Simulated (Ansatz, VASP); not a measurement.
# Ti: VASP beside Ansatz

The input INCAR:

```
SYSTEM = Ti
ALGO = Normal
EDIFF = 1E-6
ENCUT = 520
ISIF = 2
ISMEAR = -1
LASPH = .TRUE.
LCHARG = .FALSE.
LREAL = .FALSE.
LWAVE = .FALSE.
NBANDS = 12
NELM = 60
PREC = Accurate
SIGMA = 0.08
```

The input KPOINTS:

```
k-points
0
G
  19 19 19
  0 0 0
```

The input POSCAR:

```
Ti
1.0
   -1.4451961343      1.4451961343      1.4451961343
    1.4451961343     -1.4451961343      1.4451961343
    1.4451961343      1.4451961343     -1.4451961343
Ti
1
Direct
    0.0000000000      0.0000000000      0.0000000000
```

Input for Ansatz:

```yaml
crystal:
  lattice:
    - [-1.4451961343, 1.4451961343, 1.4451961343]
    - [1.4451961343, -1.4451961343, 1.4451961343]
    - [1.4451961343, 1.4451961343, -1.4451961343]
  atoms:
    - { symbol: Ti, position: [0.0, 0.0, 0.0] }
kpoints:
  mp_grid: { grid: [19, 19, 19] }
scf:
  occupations: { method: fermi_dirac, width: 0.08 }
hamiltonian:
  xc: lda
  pseudopotentials: { kind: all_electron, lapw: { basis_error: 0.001 } }
output:
  forces: true
  stress: true
  eigenvalues: true
  populations: true
```

Change from the starting cell: volume scaled by 0.76, LAPW.

Alike in both runs: task single point; functional LDA; k mesh 19 × 19 × 19; occupations fermi-dirac, width 0.08 eV; no spin polarisation.

```csv
,VASP,Ansatz
version,VASP 6.6.1,Ansatz 0.2.0
potentials or method,"VASP PAW LDA potentials, release 64 (Ti_sv)","all-electron LAPW, scalar-relativistic"
plane-wave cutoff (eV),520,see its input
```

|  | VASP | Ansatz | Ansatz less VASP |
| --- | --- | --- | --- |
| pressure (GPa) | 48.6 | 49.1 | +0.55 |

Ansatz ran all-electron here, so the differences hold the error of VASP's frozen core and of both bases.

Caveats: so large a pressure means that the cell lies far from this level's equilibrium, or that cutoff or potentials fall short (VASP).
